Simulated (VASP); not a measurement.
# ZnO (P6_3mc) in VASP: band structure with HSE06

Aim: the band structure of ZnO with HSE06.

Program: VASP 6.6.1. These are calculated values, not measurements. Logs are shortened: lines on timing, memory, paths and dates and some standing lists are left out, and cuts for length are marked.

**The experiment to reproduce.**

From “Electronic structure of alkaline earth and post-transition metal oxides”, 2009, arxiv:0908.1581, for a bulk crystal of ZnO: band gap 3.37 eV.

The results are compared with them further down.

## (1) The crystal as given

Symmetry: P6_3mc, No. 186, hexagonal system. The conventional cell has a = 3.279 Å, b = 3.279 Å, c = 5.294 Å, α = 90.00°, β = 90.00°, γ = 120.00°. Zn (site symmetry 3m) is surrounded by 4 O at 2.00 to 2.01 Å. O (site symmetry 3m) has 4 Zn at 2.00 to 2.01 Å as nearest neighbours.

## (2) Band structure, HSE06

Contents of POSCAR:

```
ZnO
1.0
    3.2794790000      0.0000000000      0.0000000000
   -1.6397400000      2.8401120000      0.0000000000
    0.0000000000      0.0000000000      5.2936320000
Zn O
2 2
Direct
    0.3333333000      0.6666667000      0.4999662000
    0.6666667000      0.3333333000     -0.0000337800
    0.6666667000      0.3333333000      0.3790438000
    0.3333333000      0.6666667000      0.8790438000
```

Contents of INCAR.step1:

```
SYSTEM = ZnO
  PREC = Accurate
  ENCUT = 520
  EDIFF = 1E-5
  ISMEAR = 0
  SIGMA = 0.02
  LREAL = .False.
  LASPH = .True.
  NELM = 60
  ALGO = Normal
  ISIF = 2
  LWAVE = .True.
  LCHARG = .False.
  NBANDS = 26
  GGA = PE
```

Contents of INCAR.step2:

```
SYSTEM = ZnO
  PREC = Accurate
  ENCUT = 520
  EDIFF = 1E-6
  ISMEAR = 0
  SIGMA = 0.02
  LREAL = .False.
  LASPH = .True.
  NELM = 60
  ALGO = Normal
  ISIF = 2
  LWAVE = .False.
  LCHARG = .False.
  GGA = PE
  LHFCALC = .True.
  HFSCREEN = 0.2
  PRECFOCK = Fast
  NBANDS = 26
  ISTART = 1
```

Contents of KPOINTS:

```
regular mesh
0
Gamma
  7 7 3
  0 0 0
```

Contents of KPOINTS_OPT:

```
path GMKGALHA,LM,KH
12
line-mode
reciprocal
 0.0000000000  0.0000000000  0.0000000000  G
 0.5000000000  0.0000000000  0.0000000000  M

 0.5000000000  0.0000000000  0.0000000000  M
 0.3333333333  0.3333333333  0.0000000000  K

 0.3333333333  0.3333333333  0.0000000000  K
 0.0000000000  0.0000000000  0.0000000000  G

 0.0000000000  0.0000000000  0.0000000000  G
 0.0000000000  0.0000000000  0.5000000000  A

 0.0000000000  0.0000000000  0.5000000000  A
 0.5000000000  0.0000000000  0.5000000000  L

 0.5000000000  0.0000000000  0.5000000000  L
 0.3333333333  0.3333333333  0.5000000000  H

 0.3333333333  0.3333333333  0.5000000000  H
 0.0000000000  0.0000000000  0.5000000000  A

 0.5000000000  0.0000000000  0.5000000000  L
 0.5000000000  0.0000000000  0.0000000000  M

 0.3333333333  0.3333333333  0.0000000000  K
 0.3333333333  0.3333333333  0.5000000000  H
```

Potentials or basis: VASP PAW PBE potentials, release 64 (Zn, O).

Run with:

```sh
cat potpaw_PBE.64/Zn/POTCAR potpaw_PBE.64/O/POTCAR > POTCAR
cp INCAR.step1 INCAR
mpirun -np 1 vasp_std > vasp.out
cp INCAR.step2 INCAR
mpirun -np 1 vasp_std > vasp.out
```

OUTCAR:

```text
SYSTEM = ZnO
   PREC = Accurate
   ENCUT = 520
   EDIFF = 1E-6
   ISMEAR = 0
   LREAL = .False.
   LASPH = .True.
   NELM = 60
   ISIF = 2
   GGA = PE
   LHFCALC = .True.
   HFSCREEN = 0.2
   PRECFOCK = Fast
   ISTART = 1

 ion  position               nearest neighbor table
   1  0.333  0.667  0.500-   3 2.00   3 2.00   3 2.00   4 2.01
   2  0.667  0.333  1.000-   4 2.00   4 2.00   4 2.00   3 2.01
   3  0.667  0.333  0.379-   1 2.00   1 2.00   1 2.00   2 2.01
   4  0.333  0.667  0.879-   2 2.00   2 2.00   2 2.00   1 2.01

  LATTYP: Found a hexagonal cell.
 ALAT       =     3.2794790000
 C/A-ratio  =     1.6141685920

  Lattice vectors:

 A1 = (   3.2794790000,   0.0000000000,   0.0000000000)
 A2 = (  -1.6397400000,   2.8401120000,   0.0000000000)
 A3 = (   0.0000000000,   0.0000000000,   5.2936320000)

Analysis of symmetry for initial positions (statically):
=====================================================================
 Subroutine PRICEL returns:
 Original cell was already a primitive cell.

 Routine SETGRP: Setting up the symmetry group for a
 hexagonal supercell.

 Subroutine GETGRP returns: Found 12 space group operations
 (whereof  6 operations were pure point group operations)
 out of a pool of 24 trial point group operations.

The static configuration has the point symmetry C_3v.
 The point group associated with its full space group is C_6v.

Analysis of symmetry for dynamics (positions and initial velocities):
=====================================================================
 Subroutine PRICEL returns:
 Original cell was already a primitive cell.

 Routine SETGRP: Setting up the symmetry group for a
 hexagonal supercell.

 Subroutine GETGRP returns: Found 12 space group operations
 (whereof  6 operations were pure point group operations)
 out of a pool of 24 trial point group operations.

The dynamic configuration has the point symmetry C_3v.
 The point group associated with its full space group is C_6v.

 Subroutine INISYM returns: Found 12 space group operations
 (whereof  6 operations are pure point group operations),
 and found     1 'primitive' translations

[... 91 lines left out ...]
   EDIFFG = 0.1E-04   stopping-criterion for IOM
   NSW    =      0    number of steps for IOM
   IBRION =     -1    ionic relax: 0-MD 1-quasi-New 2-CG
   NFREE  =      0    steps in history (QN), initial steepest desc. (CG)
   ISIF   =      2    stress and relaxation
   ISYM   =      3    0-nonsym 1-usesym 2-fastsym
   POTIM  = 0.5000    time-step for ionic-motion
   TEBEG  =    0.0;   TEEND  =   0.0 temperature during run
   PSTRESS=    0.0 pullay stress
   NELECT =      36.0000    total number of electrons
   NUPDOWN=      -1.0000    fix difference up-down
   EMIN   =  10.00;   EMAX   =-10.00  energy-range for DOS
   EFERMI =   0.00;   METHOD = LEGACY
   ISMEAR =     0;   SIGMA  =   0.02  broadening in eV -4-tet -1-fermi 0-gaus
   EFERMI_NEDOS =   21; number of points for ismear=-14 and -15
   IALGO  =     38    algorithm
   IMIX   =      1    mixing-type and parameters
     AMIX     =   0.40;   BMIX     =  1.00
     AMIX_MAG =   1.60;   BMIX_MAG =  1.00
  volume/ion in A,a.u.               =      12.33        83.18
  Fermi-wavevector in a.u.,A,eV,Ry     =   1.474159  2.785756 29.567427  2.173145
  Thomas-Fermi vector in A             =   2.588964
   LORBIT       =      0    0 simple, 1 ext, 2 COOP (PROOUT), +10 PAW based schemes
   GGA     = PE    functional components
   LHFCALC =     T    Hartree Fock is set to
   PRECFOCK=fast      Normal, Fast or Accurate (Low or Medium for compatibility)
   ENCUT4O =  -1.0   cutoff for four orbital integrals eV
   NKREDX  =     1    reduce k-point grid by
   NKREDY  =     1    reduce k-point grid by
   NKREDZ  =     1    reduce k-point grid by
   AEXX    =    0.2500 exact exchange contribution
   HFSCREEN=    0.2000 screening length (either q_TF or 0.3 A-1)
   HFSCREENC=   0.2000 screening length for correlation (either q_TF or 0.3 A-1)
   ENCUTFOCK=  -1.0 apply spherical cutoff to Coloumb kernel
   IVDW    =     0    specifies the selected vdW correction
   LEPSILON=     F    determine dielectric tensor
   LRPA    =     F    only Hartree local field effects (RPA)
 non-spin polarized calculation
 Gauss-broadening in eV      SIGMA  =   0.02
  energy-cutoff  :      520.00
  volume of cell :       49.31
 maximum number of plane-waves:      1343
  NGX = 14; NGY = 14; NGZ = 24

 number of electron      36.0000039 magnetization

 Free energy of the ion-electron system (eV)
  ---------------------------------------------------
  ext. energy  EPLUGINS =         0.00000000
  ---------------------------------------------------
  free energy    TOTEN  =       -22.74906611 eV

  energy without entropy =      -22.74906611  energy(sigma->0) =      -22.74906611

 E-fermi :  -0.1558     XC(G=0):  -8.7599

 val. band max:       -0.3530054569   @ k =   0.0000   0.0000   0.0000
 cond. band min:       2.0536831028   @ k =   0.0000   0.0000   0.0000
 fundamental gap:      2.4066885597
 Fermi energy:        -0.1558390221

 k-point     1 :       0.0000    0.0000    0.0000
  band No.  band energies     occupation
      1     -19.5775      2.00000
      2     -18.8884      2.00000
      3      -6.8674      2.00000
      4      -6.8674      2.00000
      5      -6.8391      2.00000
      6      -6.6855      2.00000
[... 453 lines left out ...]
     25      15.2616      0.00000
     26      17.0815      0.00000

------------------------ aborting loop because EDIFF is reached ----------------------------------------

  FORCE on cell =-STRESS in cart. coord.  units (eV):
  Direction    XX          YY          ZZ          XY          YZ          ZX
  --------------------------------------------------------------------------------------
  -------------------------------------------------------------------------------------
  Total       -0.9741440     -0.9741439     -1.0779293      0.0000002      0.0000000     -0.0000000
  in kB      -31.6548085    -31.6548057    -35.0273096      0.0000056      0.0000000     -0.0000000
  external PRESSURE =     -32.7789746 kB  Pullay stress =       0.0000000 kB

 VOLUME and BASIS-vectors are now :
 -----------------------------------------------------------------------------
  energy-cutoff  :      520.00
  volume of cell :       49.31
      direct lattice vectors                 reciprocal lattice vectors
     3.279479000  0.000000000  0.000000000     0.304926484  0.176049449  0.000000000
    -1.639740000  2.840112000  0.000000000     0.000000000  0.352098790  0.000000000
     0.000000000  0.000000000  5.293632000     0.000000000  0.000000000  0.188906218

 POSITION                                       TOTAL-FORCE (eV/Angst)
 -----------------------------------------------------------------------------------
     -0.00000      1.89341      2.64664        -0.000000      0.000000     -0.010218
      1.63974      0.94670      5.29345         0.000000     -0.000000     -0.010218
      1.63974      0.94670      2.00652         0.000000     -0.000000      0.010218
     -0.00000      1.89341      4.65333        -0.000000      0.000000      0.010218
 -----------------------------------------------------------------------------------
    total drift:                               -0.000042      0.000069     -0.001486

  FREE ENERGIE OF THE ION-ELECTRON SYSTEM (eV)
  ---------------------------------------------------
  free  energy   TOTEN  =       -22.7490661146 eV

  energy  without entropy=      -22.7490661146  energy(sigma->0) =      -22.74906611
```

OUTCAR.step1:

```text
SYSTEM = ZnO
   PREC = Accurate
   ENCUT = 520
   EDIFF = 1E-5
   ISMEAR = 0
   LREAL = .False.
   LASPH = .True.
   NELM = 60
[... 684 lines left out ...]
      1.63974      0.94670      5.29345        -0.000000     -0.000000      0.000078
      1.63974      0.94670      2.00652         0.000000     -0.000000     -0.000078
     -0.00000      1.89341      4.65333        -0.000000      0.000000     -0.000078
 -----------------------------------------------------------------------------------
    total drift:                                0.000041     -0.000026     -0.001050

  FREE ENERGIE OF THE ION-ELECTRON SYSTEM (eV)
  ---------------------------------------------------
  free  energy   TOTEN  =       -17.8587373387 eV

  energy  without entropy=      -17.8587373387  energy(sigma->0) =      -17.85873734
```

Wall time 2.5 h (1 thread of Intel Xeon Platinum 8488C (Sapphire Rapids), shared host); peak memory 0.35 GiB.

What came out:

```
Free energy             : -22.7491 eV
Pressure                : -3.3 GPa
Largest force           : 0.010 eV/Å
Band gap on the k mesh  : 2.41 eV, direct
Band gap along the path : 2.41 eV, direct
```

Forces in eV/Å, atoms in the order of the input:
```
Zn   0.000  0.000 -0.010
Zn   0.000  0.000 -0.010
O    0.000  0.000  0.010
O    0.000  0.000  0.010
```

Stress tensor (GPa, compression positive):
```
-3.17  0.00  0.00
 0.00 -3.17  0.00
 0.00  0.00 -3.50
```

Levels at the corners of the path, in eV from the valence-band top:
```tsv
point	band 15	band 16	band 17	band 18	band 19	band 20	band 21	band 22
Γ	-0.81	-0.07	0.00	0.00	2.41	7.07	10.13	14.85
M	-2.93	-2.25	-1.34	-0.83	7.62	8.62	9.32	10.56
M	-2.93	-2.25	-1.34	-0.83	7.62	8.62	9.32	10.56
K	-3.78	-2.01	-2.01	-1.78	9.35	9.69	9.69	9.97
K	-3.78	-2.01	-2.01	-1.78	9.35	9.69	9.69	9.97
Γ	-0.81	-0.07	0.00	0.00	2.41	7.07	10.13	14.85
Γ	-0.81	-0.07	0.00	0.00	2.41	7.07	10.13	14.85
A	-0.40	-0.40	-0.40	-0.40	5.13	5.13	12.00	12.00
A	-0.40	-0.40	-0.40	-0.40	5.13	5.13	12.00	12.00
L	-1.52	-1.52	-1.40	-1.40	7.45	7.45	10.47	10.47
L	-1.52	-1.52	-1.40	-1.40	7.45	7.45	10.47	10.47
H	-2.82	-2.82	-1.24	-1.24	9.78	9.78	9.84	9.84
H	-2.82	-2.82	-1.24	-1.24	9.78	9.78	9.84	9.84
A	-0.40	-0.40	-0.40	-0.40	5.13	5.13	12.00	12.00
L	-1.52	-1.52	-1.40	-1.40	7.45	7.45	10.47	10.47
M	-2.93	-2.25	-1.34	-0.83	7.62	8.62	9.32	10.56
K	-3.78	-2.01	-2.01	-1.78	9.35	9.69	9.69	9.97
H	-2.82	-2.82	-1.24	-1.24	9.78	9.78	9.84	9.84
```

Caveat: the PAW data sets were made with another functional, which shifts forces and pressure a little.

## (3) How close it comes

Step 2. Measured gap of ZnO: 3.37 eV (quoted in “Electronic structure of alkaline earth and post-transition metal oxides”, 2009, arxiv:0908.1581). This calculation gives 2.41 eV (-0.96 eV). The value is that of HSE06, without temperature or zero-point motion.
